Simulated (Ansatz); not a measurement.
## CuO (Tenorite): relaxation of cell and atoms with PBEsol

The system is CuO (Tenorite).

```
Cu O
1.0
     2.34465   -1.71340    0.00000
     2.34465    1.71340    0.00000
    -0.86055    0.00000    5.05944
Cu O
2 2
Direct
  0.49680 0.00320 0.50000
  0.00320 0.49680 0.00000
  0.40560 0.57140 0.75370
  0.57140 0.40560 0.25370
```

```yaml
Program: Ansatz 0.2.0
Task: relaxation of cell and atoms
Functional: PBEsol
Potentials_or_basis: Ansatz PAW
Cutoff: "420 eV (not typed: the program's choice for these potentials)"
k_mesh: 10 × 10 × 5
Occupations: fermi-dirac, width 0.05 eV
Spin: no spin polarisation
Target_pressure: 2 GPa
Target_pressure_GPa: 2
```

| Property | Result |
| --- | --- |
| Relaxed volume | 10.53 Å³/atom |
| Relaxed cell | a = 2.878 Å, b = 2.878 Å, c = 5.087 Å, α = 90.03°, β = 90.03°, γ = 89.62° |
| Space group after relaxing (to 0.05 Å) | P4_2/mmc (No. 131) |
| Energy change on relaxing (the enthalpy is what falls) | -48.1 meV/atom |
| Ionic steps | 23 |
| Pressure after relaxing | 2.0 GPa |
| Band gap on the k mesh | none (metal or under the smearing width) |

Step by step:
| step | energy change (eV) | largest force (eV/Å) | volume (Å³) |
| --- | --- | --- | --- |
| 1 | 0.0000 | 0.7569 | 40.65 |
| 2 | -0.0404 | 0.6032 | 40.37 |
| 3 | -0.1060 | 0.2294 | 40.52 |
| 4 | -0.1242 | 0.0049 | 40.90 |
| 5 | -0.1327 | 0.0373 | 41.32 |
| 6 | -0.1335 | 0.0033 | 41.26 |
| 7 | -0.1338 | 0.0000 | 41.30 |
| 8 | -0.1549 | 0.0017 | 41.30 |
| 9 | -0.1686 | 0.0074 | 41.64 |
| 10 | -0.1748 | 0.0242 | 42.06 |
| 11 | -0.1740 | 0.0011 | 41.90 |
| 12 | -0.1742 | 0.0001 | 41.92 |
| 13 | -0.1837 | 0.0012 | 41.92 |
| 14 | -0.1878 | 0.0017 | 42.04 |
| 15 | -0.1887 | 0.0015 | 42.10 |
| 16 | -0.1886 | 0.0004 | 42.09 |
| 17 | -0.1908 | 0.0010 | 42.09 |
| 18 | -0.1916 | 0.0005 | 42.11 |
| 19 | -0.1917 | 0.0004 | 42.12 |
| 20 | -0.1922 | 0.0002 | 42.12 |
| 21 | -0.1923 | 0.0007 | 42.11 |
| 22 | -0.1924 | 0.0000 | 42.12 |
| 23 | -0.1924 | 0.0001 | 42.12 |

Final structure:
```
Cu O
1.0
     2.03522   -2.02793    0.15982
     2.03522    2.02793    0.15982
    -0.40211    0.00000    5.07155
Cu O
2 2
Direct
  0.49425 0.99425 0.50185
  0.99425 0.49425 0.00185
  0.49404 0.49446 0.75185
  0.49446 0.49404 0.25185
```

Levels at points of the mesh, in eV from the Fermi level:
```tsv
k point	band 22	band 23	band 24	band 25	band 26	band 27	band 28	band 29
(0.00, 0.00, 0.00)	-2.50	-2.40	-2.03	0.71	0.73	1.48	6.00	7.44
(0.00, -0.50, 0.00)	-1.99	-1.63	-1.58	0.25	0.49	3.42	5.98	6.58
(-0.50, -0.50, 0.00)	-2.45	-1.62	-1.22	-1.21	1.21	1.81	7.08	9.94
```

Run time: 3.3 min on 2 threads of Arm Neoverse V2, with other jobs on the host, peak memory 0.42 GiB.

Caveat: the plane-wave basis is chosen anew once the cell has moved, so the energies of steps on either side of that aren't comparable; the pressure holds a Pulay correction of +0.7 GPa for the finite cutoff; the run has no spin polarisation, though such a crystal can be magnetic; semilocal functionals often make such compounds metallic where correlation or magnetic order opens a gap, which also shifts bond lengths; the PAW data sets come from PBE, with cores solved anew for the run's functional, which leaves a small shift of forces and pressure. With open d or f shells a metallic result of PBEsol can be an artefact of self-interaction; +U or a hybrid may open a gap.
